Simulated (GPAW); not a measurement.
# CdTe (F-43m) in GPAW: a series of runs

One crystal, CdTe, is run at these levels: PBE; tasks: single point.

Everything below comes from runs of GPAW 26.7.0. Logs are shortened: lines on timing, memory, paths and dates and some standing lists are left out, and cuts for length are marked. The log counts tension as positive stress, the text compression.

**What was measured.**

A printed reference work, data compilation reports, for a bulk crystal of CdTe at 0 K: band gap 1.607 eV.

The runs below are set against these values where they give the same quantity.

**1. The crystal as given**

Symmetry: F-43m, No. 216, cubic system. The conventional cell has a = 6.410 Å, b = 6.410 Å, c = 6.410 Å, α = 90.00°, β = 90.00°, γ = 90.00°. Te (site symmetry -43m) is surrounded by 4 Cd at 2.78 Å. Around Cd (site symmetry -43m) lie 4 Te at 2.78 Å.

**2. Single point, PBE**

run.py reads:

```python
import spglib
from ase import Atoms
from ase.dft.bandgap import bandgap
from ase.io import read, write
from ase.units import GPa
from gpaw import GPAW, PW

atoms = read('CdTe.cif')
cell, positions, numbers = spglib.find_primitive(
    (atoms.cell[:], atoms.get_scaled_positions(), atoms.numbers), symprec=1e-4)
atoms = Atoms(numbers, cell=cell, scaled_positions=positions, pbc=True)

calc = GPAW(mode=PW(450),
            xc='PBE',
            kpts={'size': (6, 6, 6), 'gamma': True},
            occupations={'name': 'fermi-dirac', 'width': 0.05},
            nbands=18,
            convergence={'density': 1e-05, 'energy': 1e-05},
            maxiter=80,
            txt='gpaw.txt')
atoms.calc = calc
energy = atoms.get_potential_energy()
forces = atoms.get_forces()
stress = atoms.get_stress()
calc.write('gs.gpw')
write('result.traj', atoms)
print(f'Energy: {energy:.6f} eV')
print('Forces (eV/A):')
print(forces.round(4))
print('Stress (GPa):', (stress / GPa).round(3))
print('Fermi level:', round(calc.get_fermi_level(), 4), 'eV')
print(f'Gap: {bandgap(calc)[0]:.4f} eV, direct: {bandgap(calc, direct=True)[0]:.4f} eV')
```

CdTe.cif reads:

```cif
data_CdTe
_cell_length_a 6.41000000
_cell_length_b 6.41000000
_cell_length_c 6.41000000
_cell_angle_alpha 90.00000000
_cell_angle_beta 90.00000000
_cell_angle_gamma 90.00000000
_space_group_name_H-M_alt 'F-43m'
_space_group_name_Hall 'F -4 2 3'
_space_group_IT_number 216
loop_
_space_group_symop_operation_xyz
'x,y,z'
'y,-x,-z'
'-x,-y,z'
'-y,x,-z'
'x,-y,-z'
'y,x,z'
'-x,y,-z'
'-y,-x,z'
'z,x,y'
'-z,y,-x'
'z,-x,-y'
'-z,-y,x'
'-z,x,-y'
'z,y,x'
'-z,-x,y'
'z,-y,-x'
'y,z,x'
'-x,-z,y'
'-y,z,-x'
'x,-z,-y'
'-y,-z,x'
'x,z,y'
'y,-z,-x'
'-x,z,-y'
'x,y+1/2,z+1/2'
'y,-x+1/2,-z+1/2'
'-x,-y+1/2,z+1/2'
'-y,x+1/2,-z+1/2'
'x,-y+1/2,-z+1/2'
'y,x+1/2,z+1/2'
'-x,y+1/2,-z+1/2'
'-y,-x+1/2,z+1/2'
'z,x+1/2,y+1/2'
'-z,y+1/2,-x+1/2'
'z,-x+1/2,-y+1/2'
'-z,-y+1/2,x+1/2'
'-z,x+1/2,-y+1/2'
'z,y+1/2,x+1/2'
'-z,-x+1/2,y+1/2'
'z,-y+1/2,-x+1/2'
'y,z+1/2,x+1/2'
'-x,-z+1/2,y+1/2'
'-y,z+1/2,-x+1/2'
'x,-z+1/2,-y+1/2'
'-y,-z+1/2,x+1/2'
'x,z+1/2,y+1/2'
'y,-z+1/2,-x+1/2'
'-x,z+1/2,-y+1/2'
'x+1/2,y,z+1/2'
'y+1/2,-x,-z+1/2'
'-x+1/2,-y,z+1/2'
'-y+1/2,x,-z+1/2'
'x+1/2,-y,-z+1/2'
'y+1/2,x,z+1/2'
'-x+1/2,y,-z+1/2'
'-y+1/2,-x,z+1/2'
'z+1/2,x,y+1/2'
'-z+1/2,y,-x+1/2'
'z+1/2,-x,-y+1/2'
'-z+1/2,-y,x+1/2'
'-z+1/2,x,-y+1/2'
'z+1/2,y,x+1/2'
'-z+1/2,-x,y+1/2'
'z+1/2,-y,-x+1/2'
'y+1/2,z,x+1/2'
'-x+1/2,-z,y+1/2'
'-y+1/2,z,-x+1/2'
'x+1/2,-z,-y+1/2'
'-y+1/2,-z,x+1/2'
'x+1/2,z,y+1/2'
'y+1/2,-z,-x+1/2'
'-x+1/2,z,-y+1/2'
'x+1/2,y+1/2,z'
'y+1/2,-x+1/2,-z'
'-x+1/2,-y+1/2,z'
'-y+1/2,x+1/2,-z'
'x+1/2,-y+1/2,-z'
'y+1/2,x+1/2,z'
'-x+1/2,y+1/2,-z'
'-y+1/2,-x+1/2,z'
'z+1/2,x+1/2,y'
'-z+1/2,y+1/2,-x'
'z+1/2,-x+1/2,-y'
'-z+1/2,-y+1/2,x'
'-z+1/2,x+1/2,-y'
'z+1/2,y+1/2,x'
'-z+1/2,-x+1/2,y'
'z+1/2,-y+1/2,-x'
'y+1/2,z+1/2,x'
'-x+1/2,-z+1/2,y'
'-y+1/2,z+1/2,-x'
'x+1/2,-z+1/2,-y'
'-y+1/2,-z+1/2,x'
'x+1/2,z+1/2,y'
'y+1/2,-z+1/2,-x'
'-x+1/2,z+1/2,-y'
loop_
_atom_site_label
_atom_site_type_symbol
_atom_site_symmetry_multiplicity
_atom_site_Wyckoff_symbol
_atom_site_fract_x
_atom_site_fract_y
_atom_site_fract_z
_atom_site_occupancy
Te1 Te 4 c 0.2500000000 0.2500000000 0.2500000000 1
Cd1 Cd 4 a 0.0000000000 0.0000000000 0.0000000000 1
```

Potentials or basis: GPAW PAW data sets (gpaw-data 1.2.1), pw.

Run with:

```
OMP_NUM_THREADS=1 python run.py
```

gpaw.txt:

```text
__  _  _
 | _ |_)|_||  |
 |__||  | ||/\| - 26.7.0

Input parameters:
  mode=PW(ecut=450.00000000000006),
  convergence={'density': 1e-05, 'energy': 1e-05},
  kpts=MonkhorstPack(size=(6, 6, 6), gamma=True),
  maxiter=80,
  nbands=18,
  occupations=Occupations(name='fermi-dirac', width=0.05),
  xc=XC(name='PBE')

Diagonalizing LCAO Hamiltonian
Converting LCAO to pw mode

            Te

       Cd

Atoms  # Å, Bohr magnetons
|   | symbol |        x |        y |        z |    initial magnetic moments |
|---|--------|----------|----------|----------|-----------------------------|
| 0 |     Te | 1.602500 | 1.602500 | 1.602500 | ( 0.0000,  0.0000,  0.0000) |
| 1 |     Cd | 0.000000 | 0.000000 | 0.000000 | ( 0.0000,  0.0000,  0.0000) |

Unit cell  # Å
| periodic |        x |        y |        z |  lengths |    angles |
|----------|----------|----------|----------|----------|-----------|
|      yes | 0.000000 | 3.205000 | 3.205000 | 4.532554 | 60.000000 |
|      yes | 3.205000 | 0.000000 | 3.205000 | 4.532554 | 60.000000 |
|      yes | 3.205000 | 3.205000 | 0.000000 | 4.532554 | 60.000000 |

Number of symmetries: 24
Symmetry operations  # r_c * U_cc + t_c -> r_c
|    | kind |            matrix            |
|----|------|------------------------------|
|  0 |  E   |  1, 0, 0,  0, 1, 0,  0, 0, 1 |
|  1 |  σ   |  1, 0, 0,  0, 0, 1,  0, 1, 0 |
|  2 |  σ   |  1, 0,-1,  0, 1,-1,  0, 0,-1 |
|  3 |  C3  |  1, 0,-1,  0, 0,-1,  0, 1,-1 |
|  4 |  C3  |  1,-1, 0,  0,-1, 1,  0,-1, 0 |
|  5 |  σ   |  1,-1, 0,  0,-1, 0,  0,-1, 1 |
|  6 |  σ   |  0, 1, 0,  1, 0, 0,  0, 0, 1 |
|  7 |  C3  |  0, 1, 0,  0, 0, 1,  1, 0, 0 |
|  8 |  C2  |  0, 1,-1,  1, 0,-1,  0, 0,-1 |
|  9 |  S4  |  0, 1,-1,  0, 0,-1,  1, 0,-1 |
| 10 |  C3  |  0, 0, 1,  1, 0, 0,  0, 1, 0 |
| 11 |  σ   |  0, 0, 1,  0, 1, 0,  1, 0, 0 |
| 12 |  S4  |  0, 0,-1,  1, 0,-1,  0, 1,-1 |
| 13 |  C3  |  0, 0,-1,  0, 1,-1,  1, 0,-1 |
| 14 |  S4  |  0,-1, 1,  1,-1, 0,  0,-1, 0 |
| 15 |  C2  |  0,-1, 1,  0,-1, 0,  1,-1, 0 |
| 16 |  C3  |  0,-1, 0,  1,-1, 0,  0,-1, 1 |
| 17 |  S4  |  0,-1, 0,  0,-1, 1,  1,-1, 0 |
| 18 |  S4  | -1, 1, 0, -1, 0, 1, -1, 0, 0 |
| 19 |  C3  | -1, 1, 0, -1, 0, 0, -1, 0, 1 |
| 20 |  C3  | -1, 0, 1, -1, 1, 0, -1, 0, 0 |
| 21 |  S4  | -1, 0, 1, -1, 0, 0, -1, 1, 0 |
| 22 |  σ   | -1, 0, 0, -1, 1, 0, -1, 0, 1 |
| 23 |  C2  | -1, 0, 0, -1, 0, 1, -1, 1, 0 |

BZ-sampling:
  Number of BZ points: 216
  Number of IBZ points: 16

  Monkhorst-Pack size: [6, 6, 6]
  Monkhorst-Pack shift: [0.08333333333333333, 0.08333333333333333, 0.08333333333333333]

K-points  # in reciprocal-cell coordinates
|     |                                coordinates |     weight |
|-----|--------------------------------------------|------------|
|   0 | (  0.00000000,   0.00000000,   0.00000000) | 0.00462963 |
|   1 | (  0.16666667,   0.16666667,   0.00000000) | 0.02777778 |
|   2 | (  0.16666667,   0.16666667,   0.16666667) | 0.03703704 |
|   3 | (  0.33333333,   0.16666667,   0.16666667) | 0.05555556 |
|   4 | (  0.33333333,   0.33333333,  -0.33333333) | 0.05555556 |
|   5 | (  0.33333333,   0.33333333,   0.00000000) | 0.02777778 |
|   6 | (  0.33333333,   0.33333333,   0.16666667) | 0.11111111 |
|   7 | (  0.33333333,   0.33333333,   0.33333333) | 0.03703704 |
|   8 | (  0.50000000,   0.33333333,  -0.33333333) | 0.11111111 |
|   9 | (  0.50000000,   0.33333333,  -0.16666667) | 0.05555556 |
| ... |                                            |            |
|  15 | (  0.50000000,   0.50000000,   0.50000000) | 0.01851852 |

Plane wave coefficients: 1458
Cutoff: 450.00000000000006 eV

Spin-components: 1 (collinear spins)
Bands:           18
Projectors:      11
Spin-degeneracy: 2
Datatype:        complex128

Density:
  Valence electrons: 18.0
  Components: 1
  Grid points: [24 24 24]
  Charge: 0.0  # |e|

Potential:
  Grid points: [24 24 24]

species:
  Te:
    name:    Tellurium
    Z:       52.0
    valence: 6
    core:    46
    charge:  0.0  # [|e|]
    compensation charges:
      type: gauss
      rc: 0.36  # [Å]
      lmax: 2
    cutoffs:
      filter: 2.09  # [Å]
      core: 3.17  # [Å]
    projectors
    | kind |    occ | energy [eV] | rcut [Å] |
    |------|--------|-------------|----------|
    |   5s |  2.000 |     -15.089 |    1.180 |
    |   5p |  4.000 |      -5.955 |    1.196 |
    |    s |        |      12.123 |    1.180 |
    |    p |        |      21.256 |    1.196 |
    |    d |        |       0.000 |    1.238 |

    Using partial waves for Te as LCAO basis

  Cd:
    name:    Cadmium
    Z:       48.0
    valence: 12
    core:    36
    charge:  0.0  # [|e|]
    compensation charges:
      type: gauss
      rc: 0.38  # [Å]
      lmax: 2
    cutoffs:
      filter: 2.12  # [Å]
      core: 2.62  # [Å]
    projectors
    | kind |    occ | energy [eV] | rcut [Å] |
    |------|--------|-------------|----------|
    |   5s |  2.000 |      -5.655 |    1.191 |
    |   5p |  0.000 |      -1.186 |    1.228 |
    |   4d | 10.000 |     -11.739 |    1.164 |
    |    s |        |      21.556 |    1.191 |
    |    p |        |      26.026 |    1.228 |
    |    d |        |      15.473 |    1.164 |

    Using partial waves for Cd as LCAO basis

Reference energy: -336963.801770  # eV

eigensolver:
  PPCG
  Converge bands: occupied
  niter=2

density mixing:
  MSR1-Mixer
  Pratt-step length: 0.05
  Maximum mixing coefficient: 0.75
  Old densities: 10
  SVD Regularization: 0.005
  Good broyden scale: 1.0
  Trust region scale: 1.0
  Backstep threshold: 4.0
  History deletion threshold: 6.0
  Fourier metric: weight=20.0, sigma=0.015

occupation numbers:
  Fermi-Dirac:
    width: 0.0500  # eV

poisson solver:
  ecut: 3600.0000000000005  # eV

xc functional:
  name: PBE with 2 nearest neighbor stencil

convergence criteria:
- Maximum integral of absolute [dens]ity change: 1e-05 electrons / valence electron
- Maximum [total energy] change in last 3 cyles: 1e-05 eV / valence electron
- Maximum integral of absolute [eigenst]ate change: 4e-08 eV^2 / valence electron
maximum number of iterations: 80

SCF iterations
|iter     | |      energy | eigst |  dens |
|---------|-|-------------|-------|-------|
|iter:   1| |   -5.186476 | -0.44 |       |
|iter:   2| |   -5.142219 | -2.39 | -1.25 |
|iter:   3| |   -4.971424 | -1.78 | -1.30 |
|iter:   4| |   -4.970335 | -3.36 | -1.79 |
|iter:   5| |   -4.969964 | -3.85 | -2.24 |
|iter:   6| |   -4.970002 | -5.50 | -2.95 |
|iter:   7| |   -4.970006c| -6.70 | -3.56 |
|iter:   8| |   -4.970006c| -7.90c| -4.47 |
|iter:   9| |   -4.970006c| -8.39c| -5.33c|

Converged in 9 steps
Energy contributions relative to reference atoms: (reference = -336963.801770)

Energy contributions:
  Kinetic:          22.403703
  Coulomb:         -20.250301
  Zero:              0.294933
  External:          0.000000
  Xc:               -7.418340
  Entropy:          -0.000003
  Spinorbit:         0.000000
  ----------------------------
  Free energy:      -4.970007
  Extrapolated:     -4.970006

dipole moment: (-25.778830, -25.778830, -25.778830)  # |e|*Ang

Fermi level: 4.554
Eigenvalues  # (at kpt = [0.000, 0.000, 0.000])
| band index |      eig [eV] | occ [0-2] |
|------------|---------------|-----------|
|          0 |        -7.266 |     2.000 |
|          1 |        -4.270 |     2.000 |
|          2 |        -4.270 |     2.000 |
|          3 |        -4.270 |     2.000 |
|          4 |        -3.982 |     2.000 |
|          5 |        -3.982 |     2.000 |
[... 10 lines left out ...]
|         16 |        14.189 |     0.000 |
|         17 |        14.189 |     0.000 |

Gap: 0.868 eV
Transition (v -> c):
  (s=0, k=0, n=8, [0.00, 0.00, 0.00]) -> (s=0, k=0, n=9, [0.00, 0.00, 0.00])
No difference between direct/indirect transitions

Forces  # eV/Ang
|       x |        y |        z |
|---------|----------|----------|
| 0.00000 | -0.00000 | -0.00000 |  # Te   0
| 0.00000 |  0.00000 |  0.00000 |  # Cd   1

Stress tensor  # eV/Ang^3
|         x |         y |         z |
|-----------|-----------|-----------|
| -0.019868 |  0.000000 | -0.000000 |
|  0.000000 | -0.019868 |  0.000000 |
| -0.000000 |  0.000000 | -0.019868 |

# Writing to gs.gpw (mode='')
```

Run time: 10 s. Hardware: 1 thread of Arm Neoverse V1, shared host; peak memory 0.15 GiB.

Results:

```
Free energy            : -4.9700 eV
Pressure               : 3.2 GPa
Band gap on the k mesh : 0.87 eV, direct
```

Caveat: the cutoff is short for stress and forces, so pressures can be off by a GPa or more; spin-orbit coupling is left out, which moves the levels of the heavy elements.

**3. Single point, PBE**

Changes to run.py since step 2:

```diff
@@ -1,3 +1 @@
-import spglib
-from ase import Atoms
 from ase.dft.bandgap import bandgap
@@ -8,7 +6,4 @@
 atoms = read('CdTe.cif')
-cell, positions, numbers = spglib.find_primitive(
-    (atoms.cell[:], atoms.get_scaled_positions(), atoms.numbers), symprec=1e-4)
-atoms = Atoms(numbers, cell=cell, scaled_positions=positions, pbc=True)
 
-calc = GPAW(mode=PW(450),
+calc = GPAW(mode=PW(500),
             xc='PBE',
```

CdTe.cif reads:

```cif
data_CdTe
_cell_length_a 4.53255447
_cell_length_b 4.53255447
_cell_length_c 4.53255447
_cell_angle_alpha 60.00000000
_cell_angle_beta 60.00000000
_cell_angle_gamma 60.00000000
_space_group_name_H-M_alt 'P1'
_space_group_name_Hall 'P 1'
_space_group_IT_number 1
loop_
_space_group_symop_operation_xyz
'x,y,z'
loop_
_atom_site_label
_atom_site_type_symbol
_atom_site_symmetry_multiplicity
_atom_site_Wyckoff_symbol
_atom_site_fract_x
_atom_site_fract_y
_atom_site_fract_z
_atom_site_occupancy
Te1 Te 1 a 0.7500000000 0.7500000000 0.7500000000 1
Cd1 Cd 1 a 0.0000000000 0.0000000000 0.0000000000 1
```

Potentials or basis: GPAW PAW data sets (gpaw-data 1.2.1), pw.

Run with:

```
OMP_NUM_THREADS=1 python run.py
```

gpaw.txt:

```text
__  _  _
 | _ |_)|_||  |
 |__||  | ||/\| - 26.7.0

Input parameters:
  mode=PW(ecut=500.0),
  convergence={'density': 1e-05, 'energy': 1e-05},
  kpts=MonkhorstPack(size=(6, 6, 6), gamma=True),
  maxiter=80,
  nbands=18,
  occupations=Occupations(name='fermi-dirac', width=0.05),
  xc=XC(name='PBE')

Diagonalizing LCAO Hamiltonian
Converting LCAO to pw mode

                           Te

       Cd

Atoms  # Å, Bohr magnetons
|   | symbol |        x |        y |        z |    initial magnetic moments |
|---|--------|----------|----------|----------|-----------------------------|
| 0 |     Te | 6.798832 | 3.925307 | 2.775611 | ( 0.0000,  0.0000,  0.0000) |
| 1 |     Cd | 0.000000 | 0.000000 | 0.000000 | ( 0.0000,  0.0000,  0.0000) |

Unit cell  # Å
| periodic |        x |        y |        z |  lengths |    angles |
|----------|----------|----------|----------|----------|-----------|
|      yes | 4.532554 | 0.000000 | 0.000000 | 4.532554 | 60.000000 |
|      yes | 2.266277 | 3.925307 | 0.000000 | 4.532554 | 60.000000 |
|      yes | 2.266277 | 1.308436 | 3.700815 | 4.532554 | 60.000000 |

Number of symmetries: 24
Symmetry operations  # r_c * U_cc + t_c -> r_c
|    | kind |            matrix            |
|----|------|------------------------------|
|  0 |  E   |  1, 0, 0,  0, 1, 0,  0, 0, 1 |
|  1 |  σ   |  1, 0, 0,  0, 0, 1,  0, 1, 0 |
|  2 |  σ   |  1, 0,-1,  0, 1,-1,  0, 0,-1 |
|  3 |  C3  |  1, 0,-1,  0, 0,-1,  0, 1,-1 |
|  4 |  C3  |  1,-1, 0,  0,-1, 1,  0,-1, 0 |
[... 134 lines left out ...]
poisson solver:
  ecut: 4000.0  # eV

xc functional:
  name: PBE with 2 nearest neighbor stencil

convergence criteria:
- Maximum integral of absolute [dens]ity change: 1e-05 electrons / valence electron
- Maximum [total energy] change in last 3 cyles: 1e-05 eV / valence electron
- Maximum integral of absolute [eigenst]ate change: 4e-08 eV^2 / valence electron
maximum number of iterations: 80

SCF iterations
|iter     | |      energy | eigst |  dens |
|---------|-|-------------|-------|-------|
|iter:   1| |   -5.212736 | -0.41 |       |
|iter:   2| |   -5.168684 | -2.37 | -1.25 |
|iter:   3| |   -4.999263 | -1.76 | -1.30 |
|iter:   4| |   -4.998378 | -3.33 | -1.79 |
|iter:   5| |   -4.998042 | -3.82 | -2.23 |
|iter:   6| |   -4.998080 | -5.50 | -2.95 |
|iter:   7| |   -4.998084c| -6.70 | -3.56 |
|iter:   8| |   -4.998084c| -7.90c| -4.47 |
|iter:   9| |   -4.998084c| -8.39c| -5.31c|

Converged in 9 steps
Energy contributions relative to reference atoms: (reference = -336963.801770)

Energy contributions:
  Kinetic:          22.268907
  Coulomb:         -20.113601
  Zero:              0.267645
  External:          0.000000
  Xc:               -7.421034
  Entropy:          -0.000003
  Spinorbit:         0.000000
  ----------------------------
  Free energy:      -4.998085
  Extrapolated:     -4.998084

dipole moment: (-23.342777, -13.476959, -9.529649)  # |e|*Ang

Fermi level: 4.553
Eigenvalues  # (at kpt = [0.000, 0.000, 0.000])
| band index |      eig [eV] | occ [0-2] |
|------------|---------------|-----------|
|          0 |        -7.266 |     2.000 |
|          1 |        -4.271 |     2.000 |
|          2 |        -4.271 |     2.000 |
|          3 |        -4.271 |     2.000 |
|          4 |        -3.984 |     2.000 |
|          5 |        -3.984 |     2.000 |
[... 10 lines left out ...]
|         16 |        14.189 |     0.000 |
|         17 |        14.189 |     0.000 |

Gap: 0.870 eV
Transition (v -> c):
  (s=0, k=0, n=8, [0.00, 0.00, 0.00]) -> (s=0, k=0, n=9, [0.00, 0.00, 0.00])
No difference between direct/indirect transitions

Forces  # eV/Ang
|        x |        y |       z |
|----------|----------|---------|
| -0.00000 | -0.00000 | 0.00000 |  # Te   0
| -0.00000 |  0.00000 | 0.00000 |  # Cd   1

Stress tensor  # eV/Ang^3
|         x |         y |         z |
|-----------|-----------|-----------|
| -0.022561 |  0.000000 |  0.000000 |
|  0.000000 | -0.022561 |  0.000000 |
|  0.000000 |  0.000000 | -0.022561 |

# Writing to gs.gpw (mode='')
```

stdout:

```text
Energy: -4.998084 eV
Forces (eV/A):
[[-0. -0.  0.]
 [-0.  0.  0.]]
Stress (GPa): [-3.615 -3.615 -3.615  0.     0.     0.   ]
Fermi level: 4.5533 eV
Gap: 0.8700 eV, direct: 0.8700 eV
```

Wall time 11 s (1 thread of Arm Neoverse V1, shared host); peak memory 0.15 GiB.

Results:

* Free energy: -4.9981 eV
* Pressure: 3.6 GPa
* Band gap on the k mesh: 0.87 eV, direct

Levels at points of the mesh, in eV from the valence-band top:
```
           k point  band 5  band 6  band 7  band 8  band 9  band 10  band 11  band 12  band 13  band 14
(0.00, 0.00, 0.00)   -8.07   -8.07    0.00    0.00    0.00     0.87     4.57     4.57     4.57     7.51
(0.50, 0.50, 0.00)   -8.04   -7.54   -4.47   -1.99   -1.99     2.54     2.67     9.01     9.30     9.30
(0.50, 0.50, 0.50)   -8.06   -7.69   -4.62   -0.83   -0.83     1.85     5.18     5.18     7.09     8.77
```

Caveat: the cutoff is short for stress and forces, so pressures can be off by a GPa or more; spin-orbit coupling is left out, which moves the levels of the heavy elements.

**4. Single point, PBE**

Changes to run.py since step 3:

```diff
@@ -7,3 +7,3 @@
 
-calc = GPAW(mode=PW(500),
+calc = GPAW(mode=PW(250),
             xc='PBE',
```

CdTe.cif is that of step 3.

Run with:

```
OMP_NUM_THREADS=1 python run.py
```

Wall time 5.9 s (1 thread of Arm Neoverse V1, shared host); peak memory 0.13 GiB.

The run converged, but some of its settings lie outside the range that counts as converged, so its numbers aren't taken as properties of the crystal.

What came out:

* Free energy: -4.4127 eV
* Pressure: 3.5 GPa
* Band gap on the k mesh: 0.83 eV, direct

Caveat: the cutoff is short for stress and forces, so pressures can be off by a GPa or more; spin-orbit coupling is left out, which moves the levels of the heavy elements.

**5. Against experiment**

Step 2. A measured gap of CdTe is 1.607 eV (0 K; a printed reference work, data compilation); the calculated 0.87 eV misses it by -0.74 eV. Spin-orbit coupling on Cd, Te is left out. The value is that of PBE, without temperature or zero-point motion. Semilocal functionals fall short of measured gaps as a rule.

Step 3. Against the measured gap of CdTe, 1.607 eV (0 K; a printed reference work, data compilation), the calculated 0.87 eV is off by -0.74 eV. Spin-orbit coupling on Cd, Te is left out. The value is that of PBE, without temperature or zero-point motion. Semilocal functionals fall short of measured gaps as a rule.
